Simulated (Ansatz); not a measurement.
# CoO (R-3m) in Ansatz: settings compared

One crystal, CoO, is run at these levels: r2SCAN, PBE; tasks: band structure, single point, equation of state.

Program: Ansatz 0.2.0. These are calculated values, not measurements. Logs are shortened: lines on timing, memory, paths and dates and some standing lists are left out, and cuts for length are marked.

**1. Starting point**

It takes space group R-3m (No. 166, trigonal). The conventional cell has a = 3.011 Å, b = 3.011 Å, c = 7.320 Å, α = 90.00°, β = 90.00°, γ = 120.00°. Co (site symmetry -3m) has 6 O at 2.12 Å as nearest neighbours. O (site symmetry -3m) has 6 Co at 2.12 Å as nearest neighbours.

The cell is a database's computed one.

**2. Band structure, r2SCAN, collinear spin, ferromagnetic start**

input.yaml

```yaml
crystal:
  lattice:
    - [1.5054695445, 0.8691832468, 2.4399269062]
    - [-1.5054695445, 0.8691832468, 2.4399269062]
    - [0.0, -1.7383664936, 2.4399269062]
  atoms:
    - { symbol: Co, position: [0.0, 0.0, 0.0], spin: 2.0 }
    - { symbol: O, position: [0.5, 0.5, 0.5] }
hamiltonian:
  xc: r2scan
  pseudopotentials: { kind: paw }
magnetization:
  spin_polarized: true
kpoints:
  mp_grid: { grid: [11, 11, 11] }
  band_path:
    path:
      - [[0.0, 0.0, 0.0], [0.5, 0.0, 0.0], [0.5, 0.2512681158, -0.2512681158]]
      - [[0.7487318842, 0.5, 0.2512681158], [0.5, 0.5, 0.5], [0.0, 0.0, 0.0], [0.3756340579, 0.0, -0.3756340579]]
      - [[0.6243659421, 0.3756340579, 0.0], [0.5, 0.5, 0.0], [0.6243659421, 0.6243659421, 0.2512681158], [0.5, 0.5, 0.5]]
      - [[0.5, 0.0, 0.0], [0.7487318842, 0.3756340579, 0.3756340579]]
    npoints: 14
scf:
  occupations: { method: fermi_dirac, width: 0.05 }
  n_extra_bands: 6
output:
  forces: true
  stress: true
  eigenvalues: true
  fatbands: false
```

Potentials or basis: Ansatz PAW.

Run with:

```sh
$ ansatz run input.yaml --threads 2 --pin off --max-ram 5632MiB --backend cpu --events-out ev --progress --plain --runs-dir out
```

The program printed:

```text
Warning: RAYON_NUM_THREADS=2 ignored (pool sized by the plan → 2); use --threads N
scf.n_extra_bands = 6 over 12 filled bands (N_el = 23.0): the run solves 18 bands
Engine: ansatz 0.2.0, aarch64-unknown-linux-gnu
Pseudopotentials: kind: paw
Pseudopotential: Co, paw, valence charge 17, recommended cutoff 500 eV (meta_gga), Co.paw.azcp
Pseudopotential: O, paw, valence charge 6, recommended cutoff 500 eV (meta_gga), O.paw.azcp
Functional definition: r2SCAN
  parameter k0 = 0.174
  parameter k1 = 0.065
  parameter a1 = 4.9479
  exchange = r2scan_x(k0 = k0, k1 = k1, a1 = a1)
  correlation = r2scan_c
Crystal: 2 atoms, lattice volume = 19.156 Å³
Basis set: ecut = 500 eV, 531 PW (Γ), exchange–correlation on 96×96×96 points (64 copies of the dense FFT grid, shifted against one another)
Bands: 18, of which v1, the nominal top of the filled ones, is band 12 counted from 1 (11 counted from 0)
Symmetry: 12 space group operations
Space group: R-3m (ITA 166), of the structure as read, at distance tolerance 2.7e-5 Å
Magnetic group: BNS 166.97 (UNI 1327), of the structure as read, at distance tolerance 2.7e-5 Å
k-points: 146 of 1331
Non-local potential: Co, projectors of the file, l = 0: 3, l = 1: 2, l = 2: 3, l = 3: 1
Non-local potential: O, projectors of the file, l = 0: 2, l = 1: 2, l = 2: 1
PAW form: soft (Blöchl's): semilocal exchange-correlation on the pseudo side does not see the compensation charge
PAW frozen core: Co, regenerated for the run's functional (the file was generated under x = pbe(κ = 0.804, μ = 0.2195149727645171), c = pbe(β = 0.06672455060314922))
PAW frozen core: O, regenerated for the run's functional (the file was generated under x = pbe(κ = 0.804, μ = 0.2195149727645171), c = pbe(β = 0.06672455060314922))
PAW one-centre angular grid: Co, 590 points (default); XC on 160 Gauss nodes
PAW one-centre angular grid: O, 302 points (default); XC on 160 Gauss nodes
Initial density: superposition of atomic densities (chi_scale 0.1, normalization cell, long waves kept (reshape's long-wave potential 0.00 eV rms))
Starting moments: Σ|m| = 2 μB on 1 of 2 sites
Initial wavefunctions: pseudopotential atomic-orbital guess
Functional: x = r2scan, c = r2scan; τ floored in thin density (d = 2e-4 eV/Å³)
SCF iter   1: F=—  HF=-5697.815332 eV  |F-HF|=—  |Δ(HF+E_count)|=         —  Δρ=1.38e-1 (↑1.38e-1 ↓7.89e-2)  dr2=5.19e0  dr2_τ=1.38e-2  dr2_m=5.08e-1  M=2.351 μB ∫|m|=2.351 μB  β_m=1.00  ethr=3.10e-3  ⟨swp⟩=5.7  Hψ=22967  notcnv=0
Mixer restart at iter 1: flushing history
preconditioner: auto → none  [metal: Δε(μ)=0.003 eV  Ē_g=15.963 eV  σ=0.050 eV  W_gap=0.01  n_scr=8 (ndim 8)  ℏωp=32.9 eV  f_vac=0.000  D(μ)=4.75/eV (n_scr^D=112)  sad-step TF]
SCF iter   2: F=—  HF=-5698.503550 eV  |F-HF|=—  |Δ(HF+E_count)|=   6.88e-1  Δρ=5.71e-2 (↑5.71e-2 ↓3.82e-2)  dr2=8.59e-1  dr2_τ=3.01e-2  dr2_m=1.19e-1  M=2.584 μB ∫|m|=2.590 μB  β_m=1.00  ethr=3.10e-3  ⟨swp⟩=2.9  Hψ=12724  notcnv=0  defer=295  κ⁻¹=1.0e0(r=1)
SCF iter   3: F=—  HF=-5698.952434 eV  |F-HF|=—  |Δ(HF+E_count)|=   4.49e-1  Δρ=2.09e-2 (↑2.09e-2 ↓1.80e-2)  dr2=1.02e-1  dr2_τ=4.18e-3  dr2_m=6.67e-3  M=2.769 μB ∫|m|=2.785 μB  β_m=1.00  ethr=3.10e-3  ⟨swp⟩=2.1  Hψ=9041  notcnv=0  defer=312  κ⁻¹=3.6e-2(r=2)
SCF iter   4: F=—  HF=-5699.388303 eV  |F-HF|=—  |Δ(HF+E_count)|=         —  Δρ=4.01e-2 (↑1.45e-2 ↓4.01e-2)  dr2=5.17e-2  dr2_τ=3.92e-3  dr2_m=9.53e-2  M=3.000 μB ∫|m|=3.027 μB  β_m=1.00  ethr=4.44e-4  ⟨swp⟩=2.6  Hψ=8912  notcnv=0  defer=316
Mixer restart at iter 4: flushing history
SCF iter   5: F=—  HF=-5699.369683 eV  |F-HF|=—  |Δ(HF+E_count)|=   1.86e-2  Δρ=1.26e-2 (↑9.68e-3 ↓1.26e-2)  dr2=7.35e-2  dr2_τ=1.74e-3  dr2_m=3.22e-3  M=3.000 μB ∫|m|=3.031 μB  β_m=1.00  ethr=2.17e-4  ⟨swp⟩=3.0  Hψ=11959  notcnv=0  defer=332
SCF iter   6: F=—  HF=-5699.368642 eV  |F-HF|=—  |Δ(HF+E_count)|=   1.04e-3  Δρ=3.50e-3 (↑3.50e-3 ↓3.10e-3)  dr2=8.89e-3  dr2_τ=1.83e-4  dr2_m=2.77e-5  M=3.000 μB ∫|m|=3.030 μB  β_m=1.00  ethr=2.17e-4  ⟨swp⟩=2.1  Hψ=8941  notcnv=0  defer=350  κ⁻¹=1.0e0(r=1)
SCF iter   7: F=—  HF=-5700.942094 eV  |F-HF|=—  |Δ(HF+E_count)|=         —  Δρ=1.03e-1 (↑1.34e-3 ↓1.03e-1)  dr2=3.10e-1  dr2_τ=1.76e-2  dr2_m=4.72e-1  M=3.000 μB ∫|m|=3.022 μB  β_m=1.00  ethr=3.86e-5  ⟨swp⟩=2.2  Hψ=9366  notcnv=0  defer=350
Mixer restart at iter 7: flushing history
SCF iter   8: F=—  HF=-5699.579427 eV  |F-HF|=—  |Δ(HF+E_count)|=    1.36e0  Δρ=5.11e-3 (↑5.11e-3 ↓4.80e-3)  dr2=5.56e-3  dr2_τ=2.71e-4  dr2_m=1.30e-3  M=3.000 μB ∫|m|=3.024 μB  β_m=1.00  ethr=2.17e-4  ⟨swp⟩=3.1  Hψ=11721  notcnv=0  defer=350
SCF iter   9: F=—  HF=-5699.579702 eV  |F-HF|=—  |Δ(HF+E_count)|=   2.75e-4  Δρ=1.76e-3 (↑1.72e-3 ↓1.76e-3)  dr2=5.68e-4  dr2_τ=5.64e-5  dr2_m=3.60e-5  M=3.000 μB ∫|m|=3.023 μB  β_m=1.00  ethr=2.42e-5  ⟨swp⟩=2.0  Hψ=12433  notcnv=0  defer=354  κ⁻¹=1.0e0(r=1)
SCF iter  10: F=—  HF=-5699.579758 eV  |F-HF|=—  |Δ(HF+E_count)|=   5.59e-5  Δρ=1.01e-3 (↑1.01e-3 ↓9.21e-4)  dr2=1.64e-4  dr2_τ=9.52e-6  dr2_m=9.31e-7  M=3.000 μB ∫|m|=3.023 μB  β_m=1.00  ethr=2.47e-6  ⟨swp⟩=1.8  Hψ=6866  notcnv=0  defer=354  κ⁻¹=2.8e-2(r=2)
SCF iter  11: F=—  HF=-5699.579894 eV  |F-HF|=—  |Δ(HF+E_count)|=   1.35e-4  Δρ=3.96e-4 (↑3.96e-4 ↓3.49e-4)  dr2=2.71e-5  dr2_τ=1.64e-6  dr2_m=3.39e-7  M=3.000 μB ∫|m|=3.023 μB  β_m=1.00  ethr=7.11e-7  ⟨swp⟩=2.5  Hψ=8331  notcnv=0  defer=354  κ⁻¹=4.4e-3(r=3)
SCF iter  12: F=—  HF=-5699.579968 eV  |F-HF|=—  |Δ(HF+E_count)|=   7.41e-5  Δρ=1.48e-4 (↑1.38e-4 ↓1.48e-4)  dr2=4.73e-6  dr2_τ=2.34e-7  dr2_m=1.94e-8  M=3.000 μB ∫|m|=3.023 μB  β_m=1.00  ethr=1.18e-7  ⟨swp⟩=2.1  Hψ=7809  notcnv=0  defer=354  κ⁻¹=6.6e-4(r=4)
SCF iter  13: F=—  HF=-5699.579989 eV  |F-HF|=—  |Δ(HF+E_count)|=   2.15e-5  Δρ=6.82e-5 (↑6.70e-5 ↓6.82e-5)  dr2=8.62e-7  dr2_τ=3.38e-8  dr2_m=1.58e-8  M=3.000 μB ∫|m|=3.023 μB  β_m=1.00  ethr=2.06e-8  ⟨swp⟩=2.0  Hψ=7738  notcnv=0  defer=354  κ⁻¹=4.1e-5(r=5)
SCF iter  14: F=—  HF=-5699.579993 eV  |F-HF|=—  |Δ(HF+E_count)|=   4.19e-6  Δρ=1.23e-5 (↑1.23e-5 ↓9.97e-6)  dr2=1.73e-8  dr2_τ=7.63e-10  dr2_m=8.41e-10  M=3.000 μB ∫|m|=3.023 μB  β_m=1.00  ethr=3.75e-9  ⟨swp⟩=2.0  Hψ=7914  notcnv=0  defer=354  κ⁻¹=4.6e-6(r=6)
SCF iter  15: F=-5699.579994 eV  HF=-5699.579993 eV  |F-HF|=2.30e-8  |Δ(HF+E_count)|=   5.02e-8  Δρ=1.00e-5 (↑4.94e-6 ↓1.00e-5)  dr2=6.62e-9  dr2_τ=4.75e-10  dr2_m=2.73e-9  M=3.000 μB ∫|m|=3.023 μB  ethr=7.51e-11  ⟨swp⟩=7.4  Hψ=23139  notcnv=0
SCF 1 converged in 15 iterations: F = -5699.579994 eV  dr2 = 6.62e-9
Symmetry: 4 space group operations
k-points: 366 of 1331
Initial density: read from a saved state, or passed on in memory by an earlier SCF of this step, an earlier step, the calling program or the single point that the run made first
Starting moments: Σ|m| = 2 μB on 1 of 2 sites; this step starts from the density that it was given
iter 1 solved again at ethr=1.94e-10 eV; its pass at ethr=4.35e-6 eV (dr2=4.46e-8 eV) is discarded
SCF iter   1: F=—  HF=-5699.579993 eV  |F-HF|=—  |Δ(HF+E_count)|=         —  Δρ=1.00e-5 (↑4.94e-6 ↓1.00e-5)  dr2=6.63e-9  dr2_τ=4.75e-10  dr2_m=2.73e-9  M=3.000 μB ∫|m|=3.023 μB  ethr=1.94e-10  ⟨swp⟩=1.1  Hψ=126687  notcnv=0
preconditioner: auto → none  [insulator: Δε(μ)=0.428 eV  Ē_g=16.731 eV  σ=0.050 eV  W_gap=0.94  n_scr=8 (ndim 8)  ℏωp=32.9 eV  f_vac=0.000  D(μ)=0.00/eV (n_scr^D=0)  ε∞_Penn≈4.9]
an SCF along what the orbitals of the run's state read of its open shells (or to have them read: on a GPU, or by another smearing), with 8 of the crystal's symmetry operations given up (366 k-points in place of 146), reached no lower state that the run goes on to. This is no proof of a minimum
this state was not tested for a lower state beside it, because the mixer in use, unlike msr1, does not test its closes by its own steps (another_mixer; see scf.mixing.algorithm and scf.lower_state_search)
NSCF: frozen V_eff on 130 k-points
SCF converged after 15 iterations
Magnetization: 2.9999 μB (13.0000 up, 10.0000 down)
Absolute magnetization: 3.0207 μB (∫|ρ↑−ρ↓|, with the PAW one-centre terms)
Spin contamination: 0.0053 ħ² per cell (⟨S²⟩ above its minimum at these occupations)
Per-site moments (μB) at R_I (Å): [(2.601009745995502, 0.876038603632342), (0.275919994789346, 0.876038603632342)]
Free energy (F): -5699.579994 eV
Harris-Foulkes:  -5699.579993 eV  (|F-HF|=2.30e-8)
Internal energy: -5699.579918 eV  (E = F + TS)
E sigma→0 (E₀):  -5699.579956 eV
Entropy (-TS):   -0.000076 eV (-0.038 meV/atom)
Fermi energy:    14.049249 eV
--- Per-component energies (eV) ---
  E_band       = -329.505977
  E_kinetic    = 619.159986
  E_local      = -3426.997422  (includes V_loc(G=0)·N_el)
  E_nonlocal   = 517.929995
  E_hartree    = 1409.878011
  E_xc         = -227.208101
  E_vxc        = -329.057643  (∫ρ·V_xc dr)
  E_paw        = -1689.332034  (= ΣΔE_a)
  E_vpaw       = -550.871905  (= ΣTr[D̂ρ^β])
  E_aug_tail   = 0.001072  (compensation charges beyond the density's cutoff)
  E_vtau       = 20.574123  (kinetic-family band-sum trace: ∫τ·v_τ [+ j·A + Jᵃ·Aᵃ] dr)
  E_ewald      = -2902.684276
  E_core_change = -0.327147  (= ΣΔE_core)
  E_smearing   = -0.000076  (= −TS)
  E_closure    = -0.000000  (closes the sum)
  Σ components = -5699.579994   (vs F -5699.579994, Δ=0.00e0)
--- Forces (eV/Å), atoms counted from 1 ---
  atom   1  Co     0.00000000    -0.00000000    -0.00000000
  atom   2  O      0.00000000    -0.00000000     0.00000000
  max |Σ_I F_I| component: 3.16e-30 eV/Å
--- Stress (GPa, compression-positive) ---
        0.729495       0.000000      -0.000000
        0.000000       0.729495      -0.000000
       -0.000000      -0.000000      -0.369100
  P = ⅓ Tr σ = 0.3633 GPa (3.633 kbar)
--- Band table (eV; the first three rows and the last of 292) ---
  k-point 0 ↑: bands = ["-87.0591", "-49.3385", "-48.6450", "-48.6450", "-7.4157", "9.4352", "9.9868", "9.9868", "10.6049", "10.6376", "10.6376", "10.7439", "10.7439", "15.2555", "31.3026", "32.4930", "32.6342", "32.6342"]
  k-point 1 ↑: bands = ["-87.0588", "-49.3391", "-48.6475", "-48.6453", "-7.3306", "9.2701", "9.4565", "9.5067", "9.8962", "10.6256", "11.0717", "11.2162", "11.3748", "15.8451", "29.6337", "32.2402", "32.3589", "33.4873"]
  k-point 2 ↑: bands = ["-87.0581", "-49.3410", "-48.6544", "-48.6463", "-7.0942", "8.3931", "8.6321", "8.7378", "9.7670", "10.7720", "11.2948", "12.0255", "12.1901", "17.0850", "27.4422", "31.1938", "31.2901", "33.9564"]
  k-point 145 ↓: bands = ["-82.5509", "-44.6426", "-44.4902", "-44.4882", "-5.5872", "6.3743", "9.1728", "9.3046", "13.1692", "13.2073", "15.4409", "17.3824", "17.6755", "20.4603", "25.1980", "27.8762", "28.7350", "37.2432"]
```

It took 23 s on 2 threads of Arm Neoverse V2, shared host; peak memory 0.78 GiB.

Results:

```
Free energy             : -5699.5800 eV
Pressure                : 0.4 GPa
Band gap on the k mesh  : 0.43 eV, indirect (least direct gap 1.34 eV)
Band gap along the path : 0.39 eV, indirect (least direct gap 1.36 eV)
Net moment              : 3.00 μB per cell
Absolute moment         : 3.02 μB per cell
Site moments            : Co +2.60; O +0.28 μB
```

Levels at the corners of the path, in eV from the valence-band top:
Spin up:
| point | band 10 | band 11 | band 12 | band 13 | band 14 | band 15 | band 16 | band 17 |
| --- | --- | --- | --- | --- | --- | --- | --- | --- |
| Γ | -3.16 | -3.16 | -3.06 | -3.06 | 1.45 | 17.50 | 18.69 | 18.83 |
| L | -2.49 | -1.79 | -0.17 | 0.00 | 5.65 | 10.13 | 14.16 | 14.21 |
| B1 | -3.08 | -2.25 | -2.16 | -1.64 | 8.76 | 10.69 | 10.76 | 13.50 |
| B | -3.08 | -2.25 | -2.16 | -1.64 | 8.76 | 10.69 | 10.76 | 13.50 |
| Z | -2.31 | -2.31 | -0.09 | -0.09 | 5.49 | 10.22 | 14.12 | 14.12 |
| Γ | -3.16 | -3.16 | -3.06 | -3.06 | 1.45 | 17.50 | 18.69 | 18.83 |
| X | -2.94 | -2.20 | -1.95 | -1.58 | 8.07 | 10.36 | 10.60 | 15.98 |
| Q | -2.94 | -2.20 | -1.95 | -1.58 | 8.07 | 10.36 | 10.60 | 15.98 |
| F | -3.48 | -2.99 | -2.72 | -2.05 | 6.43 | 10.68 | 12.13 | 16.72 |
| P1 | -2.63 | -2.30 | -2.20 | -1.56 | 8.03 | 10.30 | 10.60 | 15.99 |
| Z | -2.31 | -2.31 | -0.09 | -0.09 | 5.49 | 10.22 | 14.12 | 14.12 |
| L | -2.49 | -1.79 | -0.17 | 0.00 | 5.65 | 10.13 | 14.16 | 14.21 |
| P | -2.63 | -2.30 | -2.20 | -1.56 | 8.03 | 10.30 | 10.60 | 15.99 |
Spin down:
```tsv
point	band 7	band 8	band 9	band 10	band 11	band 12	band 13	band 14
Γ	-2.59	-2.48	-1.51	-1.51	0.39	1.27	1.27	2.30
L	-4.76	-4.43	-0.16	-0.16	1.46	3.77	3.89	6.17
B1	-5.63	-5.01	-0.71	-0.42	1.31	2.14	2.81	10.03
B	-5.63	-5.01	-0.71	-0.42	1.31	2.14	2.81	10.03
Z	-4.51	-4.51	-0.59	-0.59	1.68	3.93	3.93	6.07
Γ	-2.59	-2.48	-1.51	-1.51	0.39	1.27	1.27	2.30
X	-5.76	-4.22	-0.98	-0.18	1.20	2.31	2.79	9.17
Q	-5.76	-4.22	-0.98	-0.18	1.20	2.31	2.79	9.17
F	-3.91	-3.82	-2.18	-0.35	1.23	1.85	2.25	7.57
P1	-5.62	-4.32	-1.15	-0.39	1.39	2.41	2.80	9.15
Z	-4.51	-4.51	-0.59	-0.59	1.68	3.93	3.93	6.07
L	-4.76	-4.43	-0.16	-0.16	1.46	3.77	3.89	6.17
P	-5.62	-4.32	-1.15	-0.39	1.39	2.41	2.80	9.15
```

Caveat: the magnetic or orbital state may not be the lowest; a cell with one magnetic atom can't hold antiferromagnetic order, which such compounds often take; the PAW data sets come from PBE, with cores solved anew for the run's functional, which leaves a small shift of forces and pressure. r2SCAN opens gaps a little over a GGA but as a rule still falls short of measured ones.

**3. Single point, r2SCAN, collinear spin, ferromagnetic start, 9.00 Å³/atom (volume scaled by 0.94)**

input.yaml

```yaml
crystal:
  lattice:
    - [1.4747370529, 0.8514398345, 2.3901185036]
    - [-1.4747370529, 0.8514398345, 2.3901185036]
    - [0.0, -1.702879669, 2.3901185036]
  atoms:
    - { symbol: Co, position: [0.0, 0.0, 0.0], spin: 2.0 }
    - { symbol: O, position: [0.5, 0.5, 0.5] }
hamiltonian:
  xc: r2scan
  pseudopotentials: { kind: paw }
magnetization:
  spin_polarized: true
kpoints:
  mp_grid: { grid: [11, 11, 11] }
scf:
  occupations: { method: fermi_dirac, width: 0.05 }
output:
  forces: true
  stress: true
  eigenvalues: true
  write_density: true
  write_potential: true
  elf: true
  volumetric_format: npy
```

Potentials or basis: Ansatz PAW.

Run with:

```sh
$ ansatz run input.yaml --threads 2 --pin off --max-ram 5632MiB --backend cpu --events-out ev --progress --plain --runs-dir out
```

Run time: 21 s. Hardware: 2 threads of Arm Neoverse V2, shared host; peak memory 0.74 GiB.

It converged, with:

| Item | Value |
| --- | --- |
| Free energy | -5699.5291 eV |
| Pressure | 14.6 GPa |
| Band gap on the k mesh | 0.12 eV, indirect (least direct gap 1.18 eV) |
| Net moment | 3.00 μB per cell |
| Absolute moment | 3.02 μB per cell |
| Site moments | Co +2.58; O +0.29 μB |

Caveat: the magnetic or orbital state may not be the lowest; odd divisions of the mesh miss points on the zone boundary, where band edges often lie, so the gap on the mesh can be too wide; a cell with one magnetic atom can't hold antiferromagnetic order, which such compounds often take; the PAW data sets come from PBE, with cores solved anew for the run's functional, which leaves a small shift of forces and pressure.

**4. Single point, r2SCAN, collinear spin, ferromagnetic start, 9.20 Å³/atom (volume scaled by 0.96)**

input.yaml

```yaml
crystal:
  lattice:
    - [1.4851228673, 0.8574360872, 2.4069508786]
    - [-1.4851228673, 0.8574360872, 2.4069508786]
    - [0.0, -1.7148721745, 2.4069508786]
  atoms:
    - { symbol: Co, position: [0.0, 0.0, 0.0], spin: 2.0 }
    - { symbol: O, position: [0.5, 0.5, 0.5] }
hamiltonian:
  xc: r2scan
  pseudopotentials: { kind: paw }
magnetization:
  spin_polarized: true
kpoints:
  mp_grid: { grid: [11, 11, 11] }
scf:
  occupations: { method: fermi_dirac, width: 0.05 }
output:
  forces: true
  stress: true
  eigenvalues: true
```

Run with:

```sh
$ ansatz run input.yaml --threads 2 --pin off --max-ram 5632MiB --backend cpu --events-out ev --progress --plain --runs-dir out
```

Run time: 19 s. Hardware: 2 threads of Arm Neoverse V2, shared host; peak memory 0.75 GiB.

It converged, with:

```yaml
Free_energy: -5699.5576 eV
Pressure: 9.3 GPa
Band_gap_on_the_k_mesh: 0.23 eV, indirect (least direct gap 1.25 eV)
Net_moment: 3.00 μB per cell
Absolute_moment: 3.02 μB per cell
Site_moments: Co +2.59; O +0.28 μB
```

Caveat: the magnetic or orbital state may not be the lowest; odd divisions of the mesh miss points on the zone boundary, where band edges often lie, so the gap on the mesh can be too wide; a cell with one magnetic atom can't hold antiferromagnetic order, which such compounds often take; the PAW data sets come from PBE, with cores solved anew for the run's functional, which leaves a small shift of forces and pressure.

**5. Single point, r2SCAN, collinear spin, ferromagnetic start, 9.39 Å³/atom (volume scaled by 0.98)**

input.yaml, as its differences from that of step 4:

```diff
@@ -2,5 +2,5 @@
   lattice:
-    - [1.4851228673, 0.8574360872, 2.4069508786]
-    - [-1.4851228673, 0.8574360872, 2.4069508786]
-    - [0.0, -1.7148721745, 2.4069508786]
+    - [1.4953654176, 0.8633496264, 2.4235510644]
+    - [-1.4953654176, 0.8633496264, 2.4235510644]
+    - [0.0, -1.7266992528, 2.4235510644]
   atoms:
```

Run with:

```sh
$ ansatz run input.yaml --threads 2 --pin off --max-ram 5632MiB --backend cpu --events-out ev --progress --plain --runs-dir out
```

It took 19 s on 2 threads of Arm Neoverse V2, shared host; peak memory 0.75 GiB.

The run converged. Its results:

| Property | Result |
| --- | --- |
| Free energy | -5699.5741 eV |
| Pressure | 4.6 GPa |
| Band gap on the k mesh | 0.33 eV, indirect (least direct gap 1.31 eV) |
| Net moment | 3.00 μB per cell |
| Absolute moment | 3.02 μB per cell |
| Site moments | Co +2.59; O +0.28 μB |

Caveat: the magnetic or orbital state may not be the lowest; odd divisions of the mesh miss points on the zone boundary, where band edges often lie, so the gap on the mesh can be too wide; a cell with one magnetic atom can't hold antiferromagnetic order, which such compounds often take; the PAW data sets come from PBE, with cores solved anew for the run's functional, which leaves a small shift of forces and pressure.

**6. Single point, r2SCAN, collinear spin, ferromagnetic start, 9.58 Å³/atom**

input.yaml, as its differences from that of step 5:

```diff
@@ -2,5 +2,5 @@
   lattice:
-    - [1.4953654176, 0.8633496264, 2.4235510644]
-    - [-1.4953654176, 0.8633496264, 2.4235510644]
-    - [0.0, -1.7266992528, 2.4235510644]
+    - [1.5054695445, 0.8691832468, 2.4399269062]
+    - [-1.5054695445, 0.8691832468, 2.4399269062]
+    - [0.0, -1.7383664936, 2.4399269062]
   atoms:
@@ -21 +21,5 @@
   eigenvalues: true
+  write_density: true
+  write_potential: true
+  elf: true
+  volumetric_format: npy
```

Potentials or basis: Ansatz PAW.

Run with:

```sh
$ ansatz run input.yaml --threads 2 --pin off --max-ram 5632MiB --backend cpu --events-out ev --progress --plain --runs-dir out
```

It took 21 s on 2 threads of Arm Neoverse V2, shared host; peak memory 0.76 GiB.

The run converged. Its results:

| Item | Value |
| --- | --- |
| Free energy | -5699.5800 eV |
| Pressure | 0.4 GPa |
| Band gap on the k mesh | 0.43 eV, indirect (least direct gap 1.34 eV) |
| Net moment | 3.00 μB per cell |
| Absolute moment | 3.02 μB per cell |
| Site moments | Co +2.60; O +0.28 μB |

Caveat: the magnetic or orbital state may not be the lowest; odd divisions of the mesh miss points on the zone boundary, where band edges often lie, so the gap on the mesh can be too wide; a cell with one magnetic atom can't hold antiferromagnetic order, which such compounds often take; the PAW data sets come from PBE, with cores solved anew for the run's functional, which leaves a small shift of forces and pressure.

[end of part 1 of 2]
